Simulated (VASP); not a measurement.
# CoSi (P2_13) in VASP: notebook

The runs below take CoSi through single point, relaxation of cell and atoms, with PBE, revPBE, BLYP.

All numbers are computed with VASP 6.6.1; they aren't measurements. Logs are shortened: lines on timing, memory, paths and dates and some standing lists are left out, and cuts for length are marked.

## (1) The crystal as given

It takes space group P2_13 (No. 198, cubic). Conventional cell: a = 4.438 Å, b = 4.438 Å, c = 4.438 Å, α = 90.00°, β = 90.00°, γ = 90.00°. Co (site symmetry 3) has 7 Si at 2.28 to 2.47 Å as nearest neighbours. Around Si (site symmetry 3) lie 7 Co at 2.28 to 2.47 Å.

## (2) Single point, PBE, collinear spin, ferromagnetic start

The input, INCAR:

```
ALGO = Normal ; EDIFF = 1E-7
ENCUT = 520 ; GGA = PE
ISIF = 2 ; ISMEAR = 0
ISPIN = 2 ; LASPH = T
LCHARG = T ; LELF = T
LMAXMIX = 4 ; LORBIT = 11
LREAL = F ; LVHAR = T
LWAVE = F ; MAGMOM = 2 2 2 2 0 0 0 0
NBANDS = 40 ; NELM = 120
PREC = Accurate ; SIGMA = 0.011
```

The input, KPOINTS:

```
k-points
0
Gamma
  6 6 6
```

The input, POSCAR:

```
CoSi
1.0
    4.4380000000      0.0000000000      0.0000000000
    0.0000000000      4.4380000000      0.0000000000
    0.0000000000      0.0000000000      4.4380000000
Co Si
4 4
Direct
    0.8600000000      0.6400000000      0.3600000000
    0.6400000000      0.3600000000      0.8600000000
    0.3600000000      0.8600000000      0.6400000000
    0.1400000000      0.1400000000      0.1400000000
    0.1570000000      0.3430000000      0.6570000000
    0.3430000000      0.6570000000      0.1570000000
    0.6570000000      0.1570000000      0.3430000000
    0.8430000000      0.8430000000      0.8430000000
```

Potentials or basis: VASP PAW PBE potentials, release 64 (Co, Si).

The run is started by

```
$ cat potpaw_PBE.64/Co/POTCAR potpaw_PBE.64/Si/POTCAR > POTCAR
$ mpirun -np 1 vasp_std > vasp.out
```

OUTCAR:

```text
EDIFF = 1E-7
   ENCUT = 520
   GGA = PE
   ISIF = 2
   ISMEAR = 0
   ISPIN = 2
   LASPH = T
   LORBIT = 11
   LREAL = F
   NELM = 120
   PREC = Accurate

 ion  position               nearest neighbor table
   1  0.860  0.640  0.360-   5 2.28   6 2.33   7 2.33   8 2.33   7 2.47   8 2.47   6 2.47   2 2.72
                             2 2.72   4 2.72   4 2.72   3 2.72   3 2.72
   2  0.640  0.360  0.860-   6 2.28   5 2.33   7 2.33   8 2.33   5 2.47   7 2.47   8 2.47   1 2.72
                             1 2.72   3 2.72   3 2.72   4 2.72   4 2.72
   3  0.360  0.860  0.640-   7 2.28   6 2.33   5 2.33   8 2.33   6 2.47   5 2.47   8 2.47   4 2.72
                             2 2.72   2 2.72   4 2.72   1 2.72   1 2.72
   4  0.140  0.140  0.140-   8 2.28   6 2.33   7 2.33   5 2.33   6 2.47   5 2.47   7 2.47   1 2.72
                             3 2.72   3 2.72   1 2.72   2 2.72   2 2.72
   5  0.157  0.343  0.657-   1 2.28   2 2.33   3 2.33   4 2.33   3 2.47   4 2.47   2 2.47   8 2.75
                             6 2.75   6 2.75   8 2.75   7 2.75   7 2.75
   6  0.343  0.657  0.157-   2 2.28   1 2.33   3 2.33   4 2.33   1 2.47   3 2.47   4 2.47   8 2.75
                             5 2.75   5 2.75   7 2.75   7 2.75   8 2.75
   7  0.657  0.157  0.343-   3 2.28   2 2.33   1 2.33   4 2.33   2 2.47   1 2.47   4 2.47   8 2.75
                             8 2.75   5 2.75   6 2.75   6 2.75   5 2.75
   8  0.843  0.843  0.843-   4 2.28   2 2.33   3 2.33   1 2.33   2 2.47   1 2.47   3 2.47   5 2.75
                             6 2.75   7 2.75   7 2.75   5 2.75   6 2.75

  LATTYP: Found a simple cubic cell.
 ALAT       =     4.4380000000

  Lattice vectors:

 A1 = (   4.4380000000,   0.0000000000,   0.0000000000)
 A2 = (   0.0000000000,   4.4380000000,   0.0000000000)
 A3 = (   0.0000000000,   0.0000000000,   4.4380000000)

Analysis of symmetry for initial positions (statically):
=====================================================================
 Subroutine PRICEL returns:
 Original cell was already a primitive cell.

 Routine SETGRP: Setting up the symmetry group for a
 simple cubic supercell.

 Subroutine GETGRP returns: Found 12 space group operations
 (whereof  3 operations were pure point group operations)
 out of a pool of 48 trial point group operations.

The static configuration has the point symmetry C_3 .
 The point group associated with its full space group is T   .

Analysis of symmetry for dynamics (positions and initial velocities):
=====================================================================
 Subroutine PRICEL returns:
 Original cell was already a primitive cell.

 Routine SETGRP: Setting up the symmetry group for a
 simple cubic supercell.

 Subroutine GETGRP returns: Found 12 space group operations
 (whereof  3 operations were pure point group operations)
 out of a pool of 48 trial point group operations.

The dynamic configuration has the point symmetry C_3 .
[... 180 lines left out ...]
 val. band max:       12.0236952943   @ k =   0.5000   0.5000   0.0000
 cond. band min:      12.0396940302   @ k =   0.0000   0.0000   0.0000
 fundamental gap:      0.0159987359
 Fermi energy:        12.0335009366

 spin component 1

 k-point     1 :       0.0000    0.0000    0.0000
  band No.  band energies     occupation
      1      -1.5953      1.00000
      2       3.8865      1.00000
      3       3.8865      1.00000
      4       3.8865      1.00000
      5       6.5956      1.00000
      6       6.5956      1.00000
[... 973 lines left out ...]
     37      19.8111      0.00000
     38      19.8111      0.00000
 Fermi energy:        12.0335009366

 spin component 2

 k-point     1 :       0.0000    0.0000    0.0000
  band No.  band energies     occupation
      1      -1.5953      1.00000
      2       3.8865      1.00000
      3       3.8865      1.00000
      4       3.8865      1.00000
      5       6.5956      1.00000
      6       6.5956      1.00000
[... 973 lines left out ...]
     37      19.8111      0.00000
     38      19.8111      0.00000
 [bands above 38 left out]

------------------------ aborting loop because EDIFF is reached ----------------------------------------

  FORCE on cell =-STRESS in cart. coord.  units (eV):
  Direction    XX          YY          ZZ          XY          YZ          ZX
  --------------------------------------------------------------------------------------
  -------------------------------------------------------------------------------------
  Total       -0.2119234     -0.2119234     -0.2119234      0.0000000      0.0000000      0.0000000
  in kB       -3.8844324     -3.8844324     -3.8844324      0.0000000      0.0000000      0.0000000
  external PRESSURE =      -3.8844324 kB  Pullay stress =       0.0000000 kB

 VOLUME and BASIS-vectors are now :
 -----------------------------------------------------------------------------
  energy-cutoff  :      520.00
  volume of cell :       87.41
      direct lattice vectors                 reciprocal lattice vectors
     4.438000000  0.000000000  0.000000000     0.225326724  0.000000000  0.000000000
     0.000000000  4.438000000  0.000000000     0.000000000  0.225326724  0.000000000
     0.000000000  0.000000000  4.438000000     0.000000000  0.000000000  0.225326724

 POSITION                                       TOTAL-FORCE (eV/Angst)
 -----------------------------------------------------------------------------------
      3.81668      2.84032      1.59768        -0.157191      0.157191     -0.157191
      2.84032      1.59768      3.81668         0.157191     -0.157191     -0.157191
      1.59768      3.81668      2.84032        -0.157191     -0.157191      0.157191
      0.62132      0.62132      0.62132         0.157191      0.157191      0.157191
      0.69677      1.52223      2.91577         0.019324     -0.019324      0.019324
      1.52223      2.91577      0.69677        -0.019324      0.019324      0.019324
      2.91577      0.69677      1.52223         0.019324      0.019324     -0.019324
      3.74123      3.74123      3.74123        -0.019324     -0.019324     -0.019324
 -----------------------------------------------------------------------------------
    total drift:                               -0.000000      0.000000      0.000000

  FREE ENERGIE OF THE ION-ELECTRON SYSTEM (eV)
  ---------------------------------------------------
  free  energy   TOTEN  =       -54.7255533666 eV

  energy  without entropy=      -54.7254091849  energy(sigma->0) =      -54.72548128

 total charge

# of ion       s       p       d       tot
------------------------------------------
    1        0.434   0.616   7.564   8.614
    2        0.434   0.616   7.564   8.614
    3        0.434   0.616   7.564   8.614
    4        0.434   0.616   7.564   8.614
    5        0.728   0.882   0.000   1.609
    6        0.728   0.882   0.000   1.609
    7        0.728   0.882   0.000   1.609
    8        0.728   0.882   0.000   1.609
--------------------------------------------------
tot          4.646   5.990  30.258  40.894

 magnetization (x)

# of ion       s       p       d       tot
------------------------------------------
    1        0.000  -0.000  -0.000  -0.000
    2        0.000  -0.000  -0.000  -0.000
    3        0.000  -0.000  -0.000  -0.000
    4        0.000  -0.000  -0.000  -0.000
    5       -0.000   0.000   0.000   0.000
    6       -0.000   0.000   0.000   0.000
    7       -0.000   0.000   0.000   0.000
    8       -0.000   0.000   0.000   0.000
--------------------------------------------------
tot          0.000   0.000  -0.000  -0.000
```

OSZICAR:

```text
N       E                     dE             d eps       ncg     rms          rms(c)
DAV:   1     0.349356388983E+03    0.34936E+03   -0.21374E+04  3840   0.148E+03
DAV:   2    -0.305199277503E+02   -0.37988E+03   -0.35636E+03  3840   0.334E+02
DAV:   3    -0.583827745771E+02   -0.27863E+02   -0.26184E+02  4440   0.107E+02
DAV:   4    -0.592461736330E+02   -0.86340E+00   -0.85875E+00  4648   0.176E+01
DAV:   5    -0.592777903538E+02   -0.31617E-01   -0.31608E-01  4920   0.314E+00    0.300E+01
DAV:   6    -0.672506459700E+02   -0.79729E+01   -0.79962E+01  4592   0.124E+02    0.300E+01
DAV:   7    -0.545371540873E+02    0.12713E+02   -0.40174E+01  4456   0.918E+01    0.750E+00
DAV:   8    -0.548074744909E+02   -0.27032E+00   -0.32482E+00  4592   0.931E+00    0.317E+00
DAV:   9    -0.547288017679E+02    0.78673E-01   -0.21203E-01  4912   0.540E+00    0.146E+00
DAV:  10    -0.547288388035E+02   -0.37036E-04   -0.16601E-02  5296   0.101E+00    0.591E-01
DAV:  11    -0.547255990961E+02    0.32397E-02   -0.23139E-03  4888   0.385E-01    0.238E-01
DAV:  12    -0.547255428941E+02    0.56202E-04   -0.49134E-04  4872   0.182E-01    0.134E-01
DAV:  13    -0.547255531131E+02   -0.10219E-04   -0.46438E-05  5840   0.759E-02    0.530E-02
DAV:  14    -0.547255553639E+02   -0.22508E-05   -0.13160E-05  5672   0.368E-02    0.202E-02
DAV:  15    -0.547255539495E+02    0.14144E-05   -0.27143E-06  5792   0.149E-02    0.957E-03
DAV:  16    -0.547255533729E+02    0.57652E-06   -0.54381E-07  3856   0.101E-02    0.245E-03
DAV:  17    -0.547255533666E+02    0.63524E-08   -0.66273E-08  2080   0.256E-03
   1 F= -.54725553E+02 E0= -.54725481E+02  d E =-.144182E-03  mag=    -0.0001
```

stdout:

```text
POSCAR found type information on POSCAR CoSi
 POSCAR found :  2 types and       8 ions
 scaLAPACK will be used
 LDA part: xc-table for (Slater+PW92), standard interpolation
 POSCAR, INCAR and KPOINTS ok, starting setup
 FFT: planning ... GRIDC
 FFT: planning ... GRID_SOFT
 FFT: planning ... GRID
 WAVECAR not read
 entering main loop
```

Run time: 2 min. Hardware: 1 thread of AMD EPYC 9R45 (Zen 5), shared host; peak memory 0.27 GiB.

What came out:

```yaml
Free_energy: -54.7256 eV
Pressure: -0.4 GPa
Largest_force: 0.272 eV/Å
Band_gap_on_the_k_mesh: none (metal or under the smearing width)
Net_moment: 0.00 μB per cell
Valence_electrons_inside_the_program's_atomic_spheres: Co 8.61; Si 1.61
```

Forces on the atoms (eV/Å):
```
Co  -0.157  0.157 -0.157
Co   0.157 -0.157 -0.157
Co  -0.157 -0.157  0.157
Co   0.157  0.157  0.157
Si   0.019 -0.019  0.019
Si  -0.019  0.019  0.019
Si   0.019  0.019 -0.019
Si  -0.019 -0.019 -0.019
```

Levels at points of the mesh, in eV from the Fermi level:
Spin up:
```csv
k point,band 24,band 25,band 26,band 27,band 28,band 29
"(0.00, 0.00, 0.00)",-0.75,0.01,0.01,0.01,2.48,2.48
"(0.50, 0.00, 0.00)",-0.65,-0.45,-0.45,1.01,1.01,1.47
"(0.50, 0.50, 0.00)",-0.99,-0.01,-0.01,0.58,0.58,2.00
"(0.50, 0.50, 0.50)",-1.20,-0.19,-0.19,-0.19,-0.19,5.35
```
Spin down:
```csv
k point,band 23,band 24,band 25,band 26,band 27,band 28,band 29,band 30
"(0.00, 0.00, 0.00)",-0.75,-0.75,0.01,0.01,0.01,2.48,2.48,2.48
"(0.50, 0.00, 0.00)",-0.65,-0.65,-0.45,-0.45,1.01,1.01,1.47,1.47
"(0.50, 0.50, 0.00)",-0.99,-0.99,-0.01,-0.01,0.58,0.58,2.00,2.00
"(0.50, 0.50, 0.50)",-1.20,-1.20,-0.19,-0.19,-0.19,-0.19,5.35,5.35
```

Caveat: the starting moments collapsed, and a magnetic state may lie lower.

## (3) Relaxation of cell and atoms, revPBE, collinear spin, ferromagnetic start

The input, INCAR:

```
SYSTEM = CoSi
PREC = Accurate
ENCUT = 600
EDIFF = 1E-7
ISMEAR = -1
SIGMA = 0.05
LREAL = .FALSE.
LASPH = .TRUE.
NELM = 100
ALGO = Normal
ISIF = 3
LWAVE = .FALSE.
LCHARG = .FALSE.
ISPIN = 2
MAGMOM = 2 2 2 2 0 0 0 0
LORBIT = 11
LMAXMIX = 4
GGA = RE
IBRION = 2
NSW = 60
EDIFFG = -0.005
```

The input, KPOINTS:

```
regular mesh
0
G
  6 6 6
  0 0 0
```

POSCAR is that of step 2.

Potentials or basis: VASP PAW PBE potentials, release 64 (Co, Si).

The run is started by

```
$ cat potpaw_PBE.64/Co/POTCAR potpaw_PBE.64/Si/POTCAR > POTCAR
$ mpirun -np 1 vasp_std > vasp.out
```

Wall time 11 min (1 thread of AMD EPYC 9R45 (Zen 5), shared host); peak memory 0.29 GiB.

It converged, with:

| Quantity | Value |
| --- | --- |
| Free energy | -51.9977 eV |
| Relaxed volume | 11.00 Å³/atom |
| Relaxed cell | a = 4.448 Å, b = 4.448 Å, c = 4.448 Å, α = 90.00°, β = 90.00°, γ = 90.00° |
| Space group after relaxing (to 0.05 Å) | P2_13 (No. 198) |
| Energy gained by relaxing | 3.3 meV/atom |
| Ionic steps | 10 |
| Pressure after relaxing | 0.0 GPa |
| Largest force after relaxing | 0.005 eV/Å |
| Band gap on the k mesh | none (metal or under the smearing width) |
| Net moment | 0.00 μB per cell |
| Valence electrons inside the program's atomic spheres | Co 8.59; Si 1.60 |

Forces in eV/Å, atoms in the order of the input:
```
Co   0.003 -0.003  0.003
Co  -0.003  0.003  0.003
Co   0.003  0.003 -0.003
Co  -0.003 -0.003 -0.003
Si  -0.001  0.001 -0.001
Si   0.001 -0.001 -0.001
Si  -0.001 -0.001  0.001
Si   0.001  0.001  0.001
```

The path:
| step | energy change (eV) | largest force (eV/Å) | pressure (GPa) | volume (Å³) |
| --- | --- | --- | --- | --- |
| 1 | 0.0000 | 0.2990 | 2.29 | 87.41 |
| 2 | -0.0077 | 0.1217 | -2.83 | 89.40 |
| 3 | -0.0135 | 0.1890 | -0.87 | 88.60 |
| 4 | -0.0217 | 0.1162 | -0.49 | 88.33 |
| 5 | -0.0262 | 0.0529 | 0.17 | 87.94 |
| 6 | -0.0262 | 0.0512 | 0.14 | 87.96 |
| 7 | -0.0265 | 0.0133 | -0.19 | 88.07 |
| 8 | -0.0265 | 0.0150 | -0.17 | 88.06 |
| 9 | -0.0266 | 0.0067 | 0.16 | 87.92 |
| 10 | -0.0266 | 0.0046 | 0.02 | 87.98 |

Final structure:
```yaml
crystal:
  lattice:
    - [4.44758, 0.00000, 0.00000]
    - [0.00000, 4.44758, 0.00000]
    - [0.00000, 0.00000, 4.44758]
  atoms:
    - { symbol: Co, position: [0.85495, 0.64505, 0.35495] }
    - { symbol: Co, position: [0.64505, 0.35495, 0.85495] }
    - { symbol: Co, position: [0.35495, 0.85495, 0.64505] }
    - { symbol: Co, position: [0.14505, 0.14505, 0.14505] }
    - { symbol: Si, position: [0.15673, 0.34327, 0.65673] }
    - { symbol: Si, position: [0.34327, 0.65673, 0.15673] }
    - { symbol: Si, position: [0.65673, 0.15673, 0.34327] }
    - { symbol: Si, position: [0.84327, 0.84327, 0.84327] }
```

Levels at points of the mesh, in eV from the Fermi level:
Spin up:
| k point | band 24 | band 25 | band 26 | band 27 | band 28 | band 29 |
| --- | --- | --- | --- | --- | --- | --- |
| (0.00, 0.00, 0.00) | -0.80 | -0.04 | -0.04 | -0.04 | 2.42 | 2.42 |
| (0.50, 0.00, 0.00) | -0.67 | -0.51 | -0.51 | 0.95 | 0.95 | 1.42 |
| (0.50, 0.50, 0.00) | -1.01 | -0.07 | -0.07 | 0.54 | 0.54 | 1.93 |
| (0.50, 0.50, 0.50) | -1.23 | -0.25 | -0.25 | -0.25 | -0.25 | 5.32 |
Spin down:
```tsv
k point	band 22	band 23	band 24	band 25	band 26	band 27	band 28	band 29	band 30	band 31
(0.00, 0.00, 0.00)	-0.93	-0.80	-0.80	-0.04	-0.04	-0.04	2.42	2.42	2.42	2.84
(0.50, 0.00, 0.00)	-1.05	-0.67	-0.67	-0.51	-0.51	0.95	0.95	1.42	1.42	4.19
(0.50, 0.50, 0.00)	-1.49	-1.01	-1.01	-0.07	-0.07	0.54	0.54	1.93	1.93	2.44
(0.50, 0.50, 0.50)	-1.23	-1.23	-1.23	-0.25	-0.25	-0.25	-0.25	5.32	5.32	5.32
```

Caveat: the starting moments collapsed, and a magnetic state may lie lower; the PAW data sets were made with another functional, which shifts forces and pressure a little. revPBE gives volumes clearly too large for solids.

## (4) Relaxation of cell and atoms, BLYP, collinear spin, ferromagnetic start

The input, INCAR:

```
PREC = Accurate
ENCUT = 600
EDIFF = 1E-6
ISMEAR = -1
SIGMA = 0.05
LREAL = False
LASPH = True
NELM = 120
ALGO = Fast
ISIF = 3
LWAVE = False
LCHARG = False
ISPIN = 2
MAGMOM = 2 2 2 2 0 0 0 0
LORBIT = 11
LMAXMIX = 4
GGA = B5
ALDAX = 1.0
AGGAX = 1.0
AGGAC = 1.0
ALDAC = 0.0
IBRION = 2
NSW = 60
EDIFFG = -0.02
```

The input, KPOINTS:

```
regular mesh
0
Gamma
  6 6 6
```

POSCAR is that of step 3.

The run is started by

```
$ cat potpaw_PBE.64/Co/POTCAR potpaw_PBE.64/Si/POTCAR > POTCAR
$ mpirun -np 1 vasp_std > vasp.out
```

It took 8.4 min on 1 thread of AMD EPYC 9R45 (Zen 5), shared host; peak memory 0.29 GiB.

It converged, with:

* Free energy: -45.5696 eV
* Relaxed volume: 11.43 Å³/atom
* Relaxed cell: a = 4.505 Å, b = 4.505 Å, c = 4.505 Å, α = 90.00°, β = 90.00°, γ = 90.00°
* Space group after relaxing (to 0.05 Å): P2_13 (No. 198)
* Energy gained by relaxing: 15.2 meV/atom
* Ionic steps: 6
* Pressure after relaxing: 0.1 GPa
* Largest force after relaxing: 0.010 eV/Å
* Band gap on the k mesh: none (metal or under the smearing width)
* Net moment: 0.00 μB per cell
* Valence electrons inside the program's atomic spheres: Co 8.54; Si 1.60

Forces in eV/Å, atoms in the order of the input:
```
Co   0.006 -0.006  0.006
Co  -0.006  0.006  0.006
Co   0.006  0.006 -0.006
Co  -0.006 -0.006 -0.006
Si   0.002 -0.002  0.002
Si  -0.002  0.002  0.002
Si   0.002  0.002 -0.002
Si  -0.002 -0.002 -0.002
```

Step by step:
```csv
step,energy change (eV),largest force (eV/Å),pressure (GPa),volume (Å³)
1,0.0000,0.1857,9.57,87.41
2,-0.0024,0.1535,-8.01,95.93
3,-0.1188,0.1296,-0.19,91.53
4,-0.1188,0.1293,0.10,91.45
5,-0.1210,0.0662,0.07,91.45
6,-0.1218,0.0103,0.11,91.45
```

Final structure:
```yaml
crystal:
  lattice:
    - [4.50541, 0.00000, 0.00000]
    - [0.00000, 4.50541, 0.00000]
    - [0.00000, 0.00000, 4.50541]
  atoms:
    - { symbol: Co, position: [0.85935, 0.64065, 0.35935] }
    - { symbol: Co, position: [0.64065, 0.35935, 0.85935] }
    - { symbol: Co, position: [0.35935, 0.85935, 0.64065] }
    - { symbol: Co, position: [0.14065, 0.14065, 0.14065] }
    - { symbol: Si, position: [0.15877, 0.34123, 0.65877] }
    - { symbol: Si, position: [0.34123, 0.65877, 0.15877] }
    - { symbol: Si, position: [0.65877, 0.15877, 0.34123] }
    - { symbol: Si, position: [0.84123, 0.84123, 0.84123] }
```

Levels at points of the mesh, in eV from the Fermi level:
Spin up:
```tsv
k point	band 23	band 24	band 25	band 26	band 27	band 28	band 29	band 30
(0.00, 0.00, 0.00)	-0.79	-0.79	-0.06	-0.06	-0.06	2.21	2.21	2.21
(0.50, 0.00, 0.00)	-0.68	-0.68	-0.48	-0.48	0.92	0.92	1.25	1.25
(0.50, 0.50, 0.00)	-1.01	-1.01	-0.06	-0.06	0.48	0.48	1.76	1.76
(0.50, 0.50, 0.50)	-1.17	-1.17	-0.25	-0.25	-0.25	-0.25	4.94	4.94
```
Spin down:
```csv
k point,band 24,band 25,band 26,band 27,band 28,band 29
"(0.00, 0.00, 0.00)",-0.79,-0.06,-0.06,-0.06,2.21,2.21
"(0.50, 0.00, 0.00)",-0.68,-0.48,-0.48,0.92,0.92,1.25
"(0.50, 0.50, 0.00)",-1.01,-0.06,-0.06,0.48,0.48,1.76
"(0.50, 0.50, 0.50)",-1.17,-0.25,-0.25,-0.25,-0.25,4.94
```

Caveat: the starting moments collapsed, and a magnetic state may lie lower; the PAW data sets were made with another functional, which shifts forces and pressure a little. Zero-point motion and thermal expansion aren't in these numbers.
